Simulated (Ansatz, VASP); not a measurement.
# ZnSe (Stilleite): VASP beside Ansatz

Aim: how closely do two programs agree when they are given the same cell, functional and k mesh? The cell is taken from a series of VASP runs on this material, whose earlier steps may have relaxed, scaled or displaced it; both programs get it as it stands.

Main program and level: Ansatz 0.2.0; plane waves, with VASP 6.6.1 beside it; band structure at PBE, band structure at r2SCAN, spin-orbit coupling and dielectric response at LDA.

## (1) Starting point

Symmetry: F-43m, No. 216, cubic system. The conventional cell has a = 5.668 Å, b = 5.668 Å, c = 5.668 Å, α = 90.00°, β = 90.00°, γ = 90.00°. Nearest to Se lie 4 Zn at 2.45 Å. Nearest to Zn lie 4 Se at 2.45 Å. Farther neighbours and most contacts between anions are not listed.

Structure file:

```cif
data_structure
_symmetry_space_group_name_H-M 'F-43m'
_symmetry_Int_Tables_number 216
_cell_length_a 5.6676
_cell_length_b 5.6676
_cell_length_c 5.6676
_cell_angle_alpha 90.000
_cell_angle_beta 90.000
_cell_angle_gamma 90.000
_cell_volume 182.05
loop_
_atom_site_label
_atom_site_type_symbol
_atom_site_symmetry_multiplicity
_atom_site_Wyckoff_symbol
_atom_site_fract_x
_atom_site_fract_y
_atom_site_fract_z
_atom_site_occupancy
Se1 Se 4 c 0.25000 0.25000 0.25000 1
Zn1 Zn 4 a 0.00000 0.00000 0.00000 1
```

## (2) VASP: band structure, PBE

The same path points are solved in both programs, so levels can be compared one by one.

Lines of VASP's logs that name or quote its potential files are left out, and so is its time.

INCAR

```
SYSTEM = ZnSe
PREC = Accurate
ENCUT = 350
EDIFF = 1E-06
NELM = 100
ISMEAR = 0
SIGMA = 0.03
LREAL = .FALSE.
ALGO = Normal
GGA = PE
NBANDS = 21
LORBIT = 11
LWAVE = .FALSE.
LCHARG = .FALSE.
KPAR = 4
LASPH = .TRUE.
```

POSCAR

```
ZnSe
1.0
    0.0000000000      2.8338000000      2.8338000000
    2.8338000000      0.0000000000      2.8338000000
    2.8338000000      2.8338000000      0.0000000000
Se Zn
1 1
Direct
    0.7500000000      0.7500000000      0.7500000000
    0.0000000000      0.0000000000      0.0000000000
```

KPOINTS

```
Automatic mesh
0
Gamma
6 6 6
0 0 0
```

KPOINTS_OPT

```
Line mode
10
Line-mode
Reciprocal
  0.00000000   0.00000000   0.00000000 GAMMA
  0.50000000   0.00000000   0.50000000 X

  0.50000000   0.00000000   0.50000000 X
  0.50000000   0.25000000   0.75000000 W

  0.50000000   0.25000000   0.75000000 W
  0.37500000   0.37500000   0.75000000 K

  0.37500000   0.37500000   0.75000000 K
  0.00000000   0.00000000   0.00000000 GAMMA

  0.00000000   0.00000000   0.00000000 GAMMA
  0.50000000   0.50000000   0.50000000 L

  0.50000000   0.50000000   0.50000000 L
  0.62500000   0.25000000   0.62500000 U

  0.62500000   0.25000000   0.62500000 U
  0.50000000   0.25000000   0.75000000 W

  0.50000000   0.25000000   0.75000000 W
  0.50000000   0.50000000   0.50000000 L

  0.50000000   0.50000000   0.50000000 L
  0.37500000   0.37500000   0.75000000 K

  0.62500000   0.25000000   0.62500000 U
  0.50000000   0.00000000   0.50000000 X
```

Potentials, in the order of the species: Se and Zn (PBE family, release 64).

On the command line:

```bash
$ mpirun -np 4 vasp_std
```

Numbers of over 12 decimals in the logs are rounded to 6 here.

Output:

```text
[banner, memory and clock lines left out]
running    4 mpi-ranks, on    1 nodes
 distrk:  each k-point on    1 cores,    4 groups
 distr:  one band on    1 cores,    1 groups

 POSCAR found type information on POSCAR SeZn
 POSCAR found :  2 types and       2 ions
 LDA part: xc-table for (Slater+PW92), standard interpolation
 POSCAR, INCAR and KPOINTS ok, starting setup
 FFT: planning ... GRIDC
 FFT: planning ... GRID_SOFT
 FFT: planning ... GRID
 WAVECAR not read
 entering main loop
       N       E                     dE             d eps       ncg     rms          rms(c)
DAV:   1     0.880956373424E+02    0.88096E+02   -0.65482E+03   672   0.757E+02
DAV:   2     0.114153017892E+00   -0.87981E+02   -0.81111E+02   720   0.188E+02
DAV:   3    -0.624574901330E+01   -0.63599E+01   -0.63025E+01   775   0.514E+01
DAV:   4    -0.630225395205E+01   -0.56505E-01   -0.56484E-01   782   0.503E+00
DAV:   5    -0.630243937583E+01   -0.18542E-03   -0.18542E-03   767   0.284E-01    0.479E+00
DAV:   6    -0.603498160788E+01    0.26746E+00   -0.34901E-01   874   0.177E+01    0.364E+00
DAV:   7    -0.601361944089E+01    0.21362E-01   -0.11513E-01   780   0.248E+00    0.155E+00
DAV:   8    -0.601326385003E+01    0.35559E-03   -0.40119E-03   885   0.629E-01    0.440E-01
DAV:   9    -0.601347876292E+01   -0.21491E-03   -0.11242E-03   745   0.197E-01    0.657E-02
DAV:  10    -0.601359488600E+01   -0.11612E-03   -0.19629E-04   757   0.781E-02    0.257E-02
DAV:  11    -0.601357985281E+01    0.15033E-04   -0.30261E-05   763   0.383E-02    0.617E-03
DAV:  12    -0.601358093453E+01   -0.10817E-05   -0.51808E-06   757   0.103E-02    0.231E-03
DAV:  13    -0.601358107978E+01   -0.14524E-06   -0.13389E-07   619   0.229E-03
   1 F= -.60135811E+01 E0= -.60135811E+01  d E =-.230035E-29
 Start KPOINTS_OPT (optional k-point list driver)
k-point batch [1-16\100]
       N       E                     dE             ncg
DAV:   1     0.368903909417E+03   -0.58616E+04      680
DAV:   2    -0.104922578575E+04   -0.14181E+04      705
DAV:   3    -0.115321564050E+04   -0.10399E+03      806
DAV:   4    -0.115414372203E+04   -0.92808E+00      826
DAV:   5    -0.115414644892E+04   -0.27269E-02      772
DAV:   6    -0.115414646342E+04   -0.14493E-04      802
DAV:   7    -0.115414646351E+04   -0.93192E-07      636
[...]
k-point batch [97-100\100]
       N       E                     dE             ncg
DAV:   1     0.653120496578E+04   -0.20576E+04      168
DAV:   2     0.617883521515E+04   -0.35237E+03      181
DAV:   3     0.615259792025E+04   -0.26237E+02      208
DAV:   4     0.615235308538E+04   -0.24483E+00      178
DAV:   5     0.615235239989E+04   -0.68549E-03      203
DAV:   6     0.615235239595E+04   -0.39430E-05      193
DAV:   7     0.615235239592E+04   -0.29018E-07      174
```

Parts of OUTCAR (step 2):

```text
ion  position               nearest neighbor table
   1  0.750  0.750  0.750-   2 2.45   2 2.45   2 2.45   2 2.45
   2  0.000  0.000  0.000-   1 2.45   1 2.45   1 2.45   1 2.45

  LATTYP: Found a face centered cubic cell.
 ALAT       =     5.6676000000

 Subroutine GETGRP returns: Found 24 space group operations
 (whereof 24 operations were pure point group operations)

The static configuration has the point symmetry T_d .

 Found     16 irreducible k-points:

   k-points           NKPTS =     16   k-points in BZ     NKDIM =     16   number of bands    NBANDS=     21

   dimension x,y,z NGX =    24 NGY =   24 NGZ =   24
   dimension x,y,z NGXF=    48 NGYF=   48 NGZF=   48

   ENCUT  =  350.0 eV  25.72 Ry    5.07 a.u.   6.11  6.11  6.11*2*pi/ulx,y,z

   NELECT =      18.0000    total number of electrons

 k-points in reciprocal lattice and weights: Automatic mesh
   0.00000000  0.00000000  0.00000000       0.005
   0.16666667  0.00000000  0.00000000       0.037
   0.33333333  0.00000000  0.00000000       0.037
   0.50000000  0.00000000  0.00000000       0.019
   0.16666667  0.16666667  0.00000000       0.028
   0.33333333  0.16666667  0.00000000       0.111
   0.50000000  0.16666667  0.00000000       0.111
  -0.33333333  0.16666667  0.00000000       0.111
  -0.16666667  0.16666667  0.00000000       0.056
[...]
-0.33333333  0.33333333  0.16666667       0.111
  -0.33333333  0.50000000  0.16666667       0.056

 average (electrostatic) potential at core
       1 -55.9634       2 -37.0796

 E-fermi :   1.8509

 k-point     1 :       0.0000    0.0000    0.0000
  band No.  band energies     occupation
    ...
      5      -4.5468      2.00000
      6      -4.5468      2.00000
      7       1.6187      2.00000
      8       1.6187      2.00000
      9       1.6187      2.00000
     10       2.9041      0.00000
     11       7.4134      0.00000
     12       7.4134      0.00000
     13       7.4135      0.00000
     14      11.5410      0.00000
    ...

 k-point     2 :       0.1667    0.0000    0.0000
  band No.  band energies     occupation
    ...
      5      -4.5485      2.00000
      6      -4.5485      2.00000
      7      -0.2890      2.00000
      8       1.3657      2.00000
      9       1.3657      2.00000
     10       4.1665      0.00000
     11       7.4881      0.00000
     12       7.8162      0.00000
     13       7.8162      0.00000
     14      12.0785      0.00000
    ...

 k-point     3 :       0.3333    0.0000    0.0000
  band No.  band energies     occupation
    ...
      5      -4.5402      2.00000
      6      -4.5402      2.00000
      7      -2.4409      2.00000
      8       0.9375      2.00000
      9       0.9375      2.00000
     10       4.2937      0.00000
     11       8.0889      0.00000
     12       8.0889      0.00000
     13       9.1915      0.00000
     14      12.0419      0.00000
    ...

  Total        0.6077038      0.6077038      0.6077038     -0.0000000     -0.0000000      0.0000000
  in kB       21.3926663     21.3926663     21.3926663     -0.0000000     -0.0000000      0.0000000
  external PRESSURE =      21.3926663 kB  Pullay stress =       0.0000000 kB

  energy-cutoff  :      350.00
  volume of cell :       45.51
      direct lattice vectors                 reciprocal lattice vectors
     0.000000000  2.833800000  2.833800000    -0.176441527  0.176441527  0.176441527
     2.833800000  0.000000000  2.833800000     0.176441527 -0.176441527  0.176441527
     2.833800000  2.833800000  0.000000000     0.176441527  0.176441527 -0.176441527

 POSITION                                       TOTAL-FORCE (eV/Angst)
 -----------------------------------------------------------------------------------
      4.25070      4.25070      4.25070         0.000000      0.000000      0.000000
      0.00000      0.00000      0.00000        -0.000000     -0.000000     -0.000000
 -----------------------------------------------------------------------------------
    total drift:                                0.000006      0.000006      0.000005

  FREE ENERGIE OF THE ION-ELECTRON SYSTEM (eV)
  ---------------------------------------------------
  free  energy   TOTEN  =        -6.0135810798 eV

  energy  without entropy=       -6.0135810798  energy(sigma->0) =       -6.01358108

 total charge
# of ion       s       p       d       tot
------------------------------------------
    1        1.436   2.430   0.030   3.896
    2        0.533   0.448   9.781  10.762
--------------------------------------------------
tot          1.969   2.877   9.811  14.658

[... 3 further parts left out ...]
```

The run ends at a pressure of 2.14 GPa.

## (3) Ansatz: band structure, PBE

Ansatz runs on its default PAW (the set named soft_2) files.

The same cell, functional, mesh and smearing now go to Ansatz, which takes its cutoff from its data sets.

input.yaml

```yaml
crystal:
  lattice:
    - [0.0, 2.8338, 2.8338]
    - [2.8338, 0.0, 2.8338]
    - [2.8338, 2.8338, 0.0]
  atoms:
    - { symbol: Se, position: [0.75, 0.75, 0.75] }
    - { symbol: Zn, position: [0.0, 0.0, 0.0] }
hamiltonian:
  xc: pbe
  pseudopotentials: { kind: paw }
kpoints:
  mp_grid: { grid: [6, 6, 6] }
  band_path:
    path:
      - [0.0, 0.0, 0.0]
      - [0.16667, 0.0, 0.16667]
      - [0.33333, 0.0, 0.33333]
      - [0.5, 0.0, 0.5]
      - [0.5, 0.08333, 0.58333]
      - [0.5, 0.19444, 0.69444]
      - [0.5, 0.25, 0.75]
      - [0.45833, 0.29167, 0.75]
      - [0.40278, 0.34722, 0.75]
      - [0.375, 0.375, 0.75]
      - [0.20833, 0.20833, 0.41667]
      - [0.08333, 0.08333, 0.16667]
      - [0.0, 0.0, 0.0]
      - [0.22222, 0.22222, 0.22222]
      - [0.38889, 0.38889, 0.38889]
      - [0.51389, 0.47222, 0.51389]
      - [0.55556, 0.38889, 0.55556]
      - [0.61111, 0.27778, 0.61111]
      - [0.61111, 0.25, 0.63889]
      - [0.56944, 0.25, 0.68056]
      - [0.51389, 0.25, 0.73611]
      - [0.5, 0.27778, 0.72222]
      - [0.5, 0.38889, 0.61111]
      - [0.5, 0.47222, 0.52778]
      - [0.48611, 0.48611, 0.52778]
      - [0.43056, 0.43056, 0.63889]
      - [0.38889, 0.38889, 0.72222]
      - [0.59722, 0.19444, 0.59722]
      - [0.55556, 0.11111, 0.55556]
      - [0.5, 0.0, 0.5]
    npoints: 1
scf:
  occupations: { method: gaussian, width: 0.03 }
  n_extra_bands: 7
output:
  forces: true
  stress: true
  eigenvalues: true
  write_density: true
  write_potential: true
  elf: true
  volumetric_format: npy
```

On the command line:

```bash
$ ansatz run input.yaml --threads 2 --pin off --max-ram 4608MiB --backend cpu --events-out ev --progress --plain --runs-dir out
```

Output:

```text
scf.n_extra_bands = 7 over 14 filled bands (N_el = 28.0): the run solves 21 bands
Engine: ansatz 0.2.0, aarch64-unknown-linux-gnu
Pseudopotentials: kind: paw
Pseudopotential: Se, paw, valence charge 16, recommended cutoff 420 eV (normal), Se.paw.azcp
Pseudopotential: Zn, paw, valence charge 12, recommended cutoff 420 eV (normal), Zn.paw.azcp
Functional definition: PBE
  parameter kappa = 0.804
  parameter beta = 0.066725
  exchange = pbe_x(kappa = kappa, mu = beta*pi^2/3)
  correlation = pbe_c(beta = beta)
Crystal: 2 atoms, lattice volume = 45.513 Å³
Basis set: ecut = 420 eV, 893 PW (Γ), exchange–correlation on 54×54×54 points (8 copies of the dense FFT grid, shifted against one another)
Bands: 21, of which v1, the nominal top of the filled ones, is band 14 counted from 1 (13 counted from 0)
Symmetry: 24 space group operations
Space group: F-43m (ITA 216), of the structure as read, at distance tolerance 3.6e-5 Å
k-points: 16 of 216 (time reversal used)
Non-local potential: Se, projectors of the file, l = 0: 2, l = 1: 2, l = 2: 3, l = 3: 1
Non-local potential: Zn, projectors of the file, l = 0: 2, l = 1: 2, l = 2: 3, l = 3: 1
PAW form: soft (Blöchl's): semilocal exchange-correlation on the pseudo side does not see the compensation charge
PAW one-centre angular grid: Se, 590 points (default); XC on 64 Gauss nodes
PAW one-centre angular grid: Zn, 590 points (default); XC on 64 Gauss nodes
Initial density: superposition of atomic densities (neutral atoms: chi_scale 0, normalization atom), corrected by the library's trained network
Initial wavefunctions: pseudopotential atomic-orbital guess
Functional: x = pbe(κ = 0.804, μ = 0.219515), c = pbe(β = 0.066725)
SCF iter   1: F=—  HF=-8789.521125 eV  |F-HF|=—  |Δ(HF+E_count)|=         —  Δρ=6.47e-4  dr2=2.67e-4  ethr=1.77e-3  ⟨swp⟩=5.8  Hψ=1673  notcnv=0  defer=1
preconditioner: auto → none  [insulator: Δε(μ)=1.281 eV  Ē_g=14.434 eV  σ=0.030 eV  W_gap=1.00  n_scr=14 (ndim 8)  ℏωp=23.4 eV  f_vac=0.121  D(μ)=0.00/eV (n_scr^D=0)  ε∞_Penn≈3.6]
SCF iter   2: F=—  HF=-8789.521069 eV  |F-HF|=—  |Δ(HF+E_count)|=   5.61e-5  Δρ=4.06e-4  dr2=3.94e-5  ethr=9.54e-7  ⟨swp⟩=2.1  Hψ=697  notcnv=0  defer=19
SCF iter   3: F=—  HF=-8789.521077 eV  |F-HF|=—  |Δ(HF+E_count)|=   7.67e-6  Δρ=1.71e-4  dr2=7.18e-6  ethr=1.41e-7  ⟨swp⟩=2.0  Hψ=444  notcnv=0  defer=19
SCF iter   4: F=—  HF=-8789.521078 eV  |F-HF|=—  |Δ(HF+E_count)|=   1.34e-6  Δρ=6.94e-5  dr2=7.34e-7  ethr=2.57e-8  ⟨swp⟩=2.0  Hψ=425  notcnv=0  defer=19
SCF iter   5: F=—  HF=-8789.521081 eV  |F-HF|=—  |Δ(HF+E_count)|=   2.98e-6  Δρ=2.06e-5  dr2=1.96e-7  ethr=2.62e-9  ⟨swp⟩=2.0  Hψ=521  notcnv=0  defer=19
SCF iter   6: F=-8789.521081 eV  HF=-8789.521081 eV  |F-HF|=1.07e-8  |Δ(HF+E_count)|=   2.50e-7  Δρ=3.34e-6  dr2=3.45e-9  ethr=3.57e-10  ⟨swp⟩=11.2  Hψ=2520  notcnv=0
SCF 1 converged in 6 iterations: F = -8789.521081 eV  dr2 = 3.45e-9
  greatest PAW one-centre occupation: 1.000 electrons in one spin orbital (limit 2), on the Se atom at site 0 (counted from 0), in its partial waves of l = 2
NSCF: frozen V_eff on 30 k-points
SCF converged after 6 iterations
Free energy (F): -8789.521081 eV
Harris-Foulkes:  -8789.521081 eV  (|F-HF|=1.07e-8)
Internal energy: -8789.521081 eV  (E = F + TS)
E sigma→0 (E₀):  -8789.521081 eV
Fermi energy:    7.425564 eV
--- Per-component energies (eV) ---
  E_band       = -381.336424
  E_kinetic    = 250.174490
  E_local      = -4391.044391  (includes V_loc(G=0)·N_el)
  E_nonlocal   = 18.364420
  E_hartree    = 2034.796131
  E_xc         = -241.519263
  E_vxc        = -150.313891  (∫ρ·V_xc dr)
  E_paw        = -3739.348733  (= ΣΔE_a)
  E_vpaw       = -178.108225  (= ΣTr[D̂ρ^β])
  E_aug_tail   = -0.000889  (compensation charges beyond the density's cutoff)
  E_ewald      = -2720.942845
  E_smearing   = -0.000000  (= −TS)
  E_closure    = -0.000000  (closes the sum)
  Σ components = -8789.521081   (vs F -8789.521081, Δ=0.00e0)
--- Forces (eV/Å), atoms counted from 1 ---
  atom   1  Se     0.00000000    -0.00000000    -0.00000000
  atom   2  Zn    -0.00000000     0.00000000    -0.00000000
  max |Σ_I F_I| component: 2.22e-16 eV/Å
--- Stress (GPa, compression-positive) ---
        2.126325       0.000000      -0.000000
        0.000000       2.126325       0.000000
        0.000000       0.000000       2.126325
  P = ⅓ Tr σ = 2.1263 GPa (21.263 kbar)
--- Band table (eV; the first three rows and the last of 16) ---
  k-point 0: bands = [... 10 lower, 0.6109, 6.7818, 6.7818, 6.7818, 8.0685, 12.5901, 12.5901, 12.5901, ... 3 higher]
  k-point 1: bands = [... 10 lower, 0.6092, 4.8772, 6.5293, 6.5293, 9.3310, 12.6563, 12.9923, 12.9923, ... 3 higher]
  k-point 2: bands = [... 10 lower, 0.6174, 2.7261, 6.1016, 6.1016, 9.4621, 13.2644, 13.2644, 14.3490, ... 3 higher]
  k-point 15: bands = [... 10 lower, 0.8814, 2.0780, 4.1580, 4.2294, 11.2516, 11.5899, 15.0497, 15.3873, ... 3 higher]
```

It took 3.3 s on 2 threads of Arm Neoverse N1, shared host; peak memory 0.3 GiB; 5.9 s of CPU time.

The column dr2 measures how far the density is from self-consistency, as an energy; F and HF (Harris–Foulkes) agree once it is small.

## (4) Differences

Known differences besides the potentials themselves: the data sets hold 28 valence electrons in Ansatz (default PAW (the set named soft_2) files) and 18 in VASP; the cutoff is 420 eV in Ansatz and 350 eV in VASP. Total energies have different zeros and are not compared.

Both answers:

```
                                        quantity  Ansatz   VASP  difference
                                  pressure (GPa)    2.13   2.14       -0.01
pressure without Ansatz's Pulay correction (GPa)    2.07   2.14       -0.07
                   gap over the path points (eV)   1.287  1.286      +0.001
```

Levels at points of the path, from each program's valence-band top (eV; 4 filled, then empty):

```
k (reciprocal lattice)                                   Ansatz                                     VASP
     0.000 0.000 0.000      -6.17 0.00 0.00 0.00 1.29 5.81 5.81      -6.17 0.00 0.00 0.00 1.29 5.79 5.79
     0.167 0.000 0.167   -6.16 -1.86 -0.69 -0.69 3.28 4.68 6.93   -6.15 -1.86 -0.69 -0.69 3.28 4.67 6.92
     0.333 0.000 0.333   -6.13 -3.77 -1.74 -1.74 3.42 3.92 8.93   -6.13 -3.77 -1.74 -1.74 3.42 3.91 8.93
     0.500 0.000 0.500  -5.99 -4.75 -2.19 -2.19 2.99 3.46 10.73  -5.99 -4.75 -2.19 -2.19 2.98 3.46 10.74
     0.500 0.083 0.583   -5.96 -4.74 -2.34 -2.31 3.40 3.85 9.96   -5.96 -4.74 -2.34 -2.32 3.40 3.85 9.96
     0.500 0.194 0.694   -5.88 -4.69 -2.70 -2.61 4.90 5.16 7.68   -5.88 -4.70 -2.70 -2.62 4.89 5.15 7.68
     0.500 0.250 0.750   -5.87 -4.68 -2.76 -2.66 5.48 5.55 6.97   -5.87 -4.69 -2.77 -2.67 5.48 5.55 6.96
     0.458 0.292 0.750   -5.88 -4.69 -2.92 -2.37 4.79 5.62 7.42   -5.88 -4.70 -2.92 -2.38 4.79 5.62 7.42
     0.403 0.347 0.750   -5.90 -4.71 -3.07 -1.88 3.75 5.61 8.66   -5.90 -4.72 -3.07 -1.88 3.74 5.60 8.66
     0.375 0.375 0.750   -5.91 -4.72 -3.08 -1.79 3.59 5.60 9.05   -5.90 -4.72 -3.09 -1.79 3.58 5.60 9.04
```

Among the levels compared at these points, filled levels agree within 6 meV and empty ones within 14 meV. Ansatz's pressure holds a Pulay correction of 0.05 GPa; VASP's holds none.

[end of part 1 of 2]

[Lines on the potential files, build, host, timing and source positions are cut from VASP's logs without a mark.]

[Logs are printed without paths, hosts, clocks, repeated set-up lines and the standing remarks that a program may print on its own settings, such as how far it seeks lower states.]

[Hosts, paths, dates, database ids (printed as entryN), source tags and the programs' standing remarks are cut or masked in the printed files.]
